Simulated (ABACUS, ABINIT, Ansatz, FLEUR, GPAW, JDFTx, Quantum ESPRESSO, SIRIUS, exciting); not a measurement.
# One calculation of Ta, 9 ways

```
Ta
1.0
    -1.62073    1.65465    1.62924
     1.69780   -1.62617    1.67783
     1.62244    1.62787   -1.60076
Ta
1
Direct
  0.00191 0.97643 0.99590
```

The given cell was strained at random by a few per cent at fixed volume.

Alike in all runs: task single point; functional PBEsol; k mesh 11 × 11 × 11; occupations fermi-dirac, width 0.05 eV; no spin polarisation; no spin-orbit coupling. Pressure is positive in compression and, in plane waves, holds the error of the finite cutoff.

```csv
program and potentials,plane-wave cutoff (eV),notes,pressure (GPa),energy over the undisturbed cell (meV/atom)
"JDFTx, PseudoDojo-SR-PBEsol-0.4.1-standard with smoothed tails",789,-,-3.83,14.28
"ABACUS, PseudoDojo NC SR 0.4.1 PBEsol standard, plane waves",789,-,-3.83,14.28
"Quantum ESPRESSO, GBRV 1.5 PBEsol",762,-,?,?
"FLEUR, all-electron, FLAPW",-,-,-,14.47
"GPAW, PAW data sets generated for this functional",600,-,-3.63,14.62
"Ansatz, all-electron LAPW, scalar-relativistic",-,-,-4.00,-
"ABINIT, PseudoDojo NC SR PBEsol v0.4.1 standard",789,-,-3.83,14.28
"SIRIUS, PseudoDojo 0.4.1 PBEsol standard (scalar relativistic)",807,-,-3.83,14.28
"exciting, all-electron LAPW+lo, shipped species files, valence relativity iora*",-,-,-,14.37
```

Question: Estimate from the other rows what the run with Quantum ESPRESSO, GBRV 1.5 PBEsol gave.

Answer: Pressure -4.10 GPa; energy over the undisturbed cell 14.36 meV/atom. The other rows, which needn't bracket it: pressure -4.00 to -3.63; energy over the undisturbed cell 14.28 to 14.62.
